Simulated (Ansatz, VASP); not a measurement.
# Two plane-wave programs on Ca

The input INCAR:

```
SYSTEM = Ca
PREC = Accurate
ENCUT = 520
EDIFF = 1E-7
ISMEAR = -1
SIGMA = 0.05
LREAL = .FALSE.
LASPH = .TRUE.
NELM = 80
ALGO = Normal
ISIF = 2
LWAVE = .FALSE.
LCHARG = .FALSE.
GGA = PE
NBANDS = 11
```

Contents of KPOINTS:

```
regular mesh
0
G
  8 8 8
  0 0 0
```

Contents of POSCAR:

```
Ca
1.0
    0.0000000000      2.7371595050      2.7371595050
    2.7371595050      0.0000000000      2.7371595050
    2.7371595050      2.7371595050      0.0000000000
Ca
1
Direct
    0.0000000000      0.0000000000      0.0000000000
```

Contents of input.yaml:

```yaml
crystal:
  lattice:
    - [0.0, 2.737159505, 2.737159505]
    - [2.737159505, 0.0, 2.737159505]
    - [2.737159505, 2.737159505, 0.0]
  atoms:
    - { symbol: Ca, position: [0.0, 0.0, 0.0] }
hamiltonian:
  xc: pbe
  pseudopotentials: { kind: paw }
kpoints:
  mp_grid: { grid: [8, 8, 8] }
scf:
  occupations: { method: fermi_dirac, width: 0.05 }
output:
  forces: true
  stress: true
  eigenvalues: true
  write_density: true
  write_potential: true
  elf: true
  volumetric_format: npy
```

Change from the starting cell: volume scaled by 0.94.

Alike in both runs: task single point; functional PBE; k mesh 8 × 8 × 8; occupations fermi-dirac, width 0.05 eV; no spin polarisation.

```csv
,VASP,Ansatz
version,VASP 6.6.1,Ansatz 0.2.0
potentials or method,"VASP PAW PBE potentials, release 64 (Ca_sv)",Ansatz PAW
plane-wave cutoff (eV),520,420
valence electrons in the cell,10,10
```

|  | VASP | Ansatz | Ansatz less VASP |
| --- | --- | --- | --- |
| gap on the k mesh at the Fermi level (eV) | none | none | - |
| pressure (GPa) | 0.5 | 0.5 | -0.01 |

A gap of «none» marks a metal or a gap that the smearing closes.
